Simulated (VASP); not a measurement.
**MgO: single point with PBE**

MgO:

```xyz
2
Lattice="2.9380 0.0000 0.0000 -1.4690 2.5444 0.0000 0.0000 0.0000 2.6797" Properties=species:S:1:pos:R:3 pbc="T T T"
Mg    0.0000    0.0000    0.0000
O     0.0000    1.6963    1.3398
```

Measurements of this composition are mostly on another form, of space group No. 225.

| Item | Value |
| --- | --- |
| Program | VASP 6.6.1 |
| Task | single point |
| Functional | PBE |
| Potentials or basis | VASP PAW PBE potentials, release 64 (Mg_GW, O_GW) |
| Cutoff | 500 eV |
| k mesh | 7 × 7 × 6 |
| Occupations | gaussian, width 0.02 eV |
| Spin | no spin polarisation |

```json
{
  "Pressure": "-1.3 GPa",
  "Band gap on the k mesh": "3.01 eV, indirect (least direct gap 3.40 eV)"
}
```

Stress tensor (GPa, compression positive):
```
-1.23  0.00  0.00
 0.00 -1.23  0.00
 0.00  0.00 -1.34
```

Levels at points of the mesh, in eV from the valence-band top:
```tsv
k point	band 2	band 3	band 4	band 5	band 6	band 7
(0.00, 0.00, 0.00)	-0.59	-0.59	-0.39	3.01	11.89	15.55
(0.00, 0.00, 0.50)	-5.33	-0.08	-0.08	8.29	9.02	17.57
```

Wall time 6.9 s on 1 thread of Intel(R) Xeon(R) Platinum 8559C (Emerald Rapids), with other jobs on the host, peak memory 0.12 GiB.

Caveat: the cutoff is under 1.25 times the usual one of these potentials, so pressure, stress and relaxed cells hold a basis-set (Pulay) error; an odd mesh through Γ misses points on the zone boundary, where band edges often lie.
